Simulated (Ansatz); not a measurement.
The elements of this relaxed trial crystal are hidden behind letters.

```
lattice vectors (Å)
   4.1961    0.0000    0.0000
  -2.0981    3.6339    0.0000
   0.0000    0.0000    3.0135
fractional positions
X 0.6667 0.3333 0.7508
X 0.3333 0.6667 0.2492
Z 0.0000 0.0000 0.0000
```

All numbers below come from DFT PBE, scalar-relativistic, plane waves, PAW (Ansatz 0.2.0). Cutoff 420 eV, Γ-centred 12×12×16 mesh (3-atom cell), Gaussian smearing of 0.10 eV, no spin polarisation.

* Space group: P-3m1 (No. 164)
* Conventional cell: a = 4.196 Å, c = 3.014 Å
* Volume per atom: 15.32 Å³
* Density: 4.25 g/cm³
* Energy over the elements: +0.03 eV/atom
* Gap on the 12×12×16 mesh of the 3-atom cell: 0 eV (a metal)

Energies are uncorrected and count from the elements' standard states at the same level.

Question: X is a p-block element of period 3 and Z is a d-block element of period 4. Which elements are they?

Answer: X = Al, Z = Cu, so the formula is Al2Cu. Density times volume gives a mean mass of 4.25 × 15.32/1.6605 = 39.2 u per atom, and this set has 39.2 u. Around Al lie 3 Cu at 2.54 Å, 8 Al at 2.85–3.01 Å and 3 Cu at 3.31 Å; Cu has 6 Al at 2.54 Å, 2 Cu at 3.01 Å and 6 Al at 3.31 Å. Other sets within the hints have nearly the same mass, so mass alone doesn't settle it; this one was computed.

A structure relaxed within its symmetry needn't be a true minimum. Another cell of Al2Cu relaxed alike, in P-3m1, lies 134 meV/atom lower, so this cell isn't the stable form at this level.
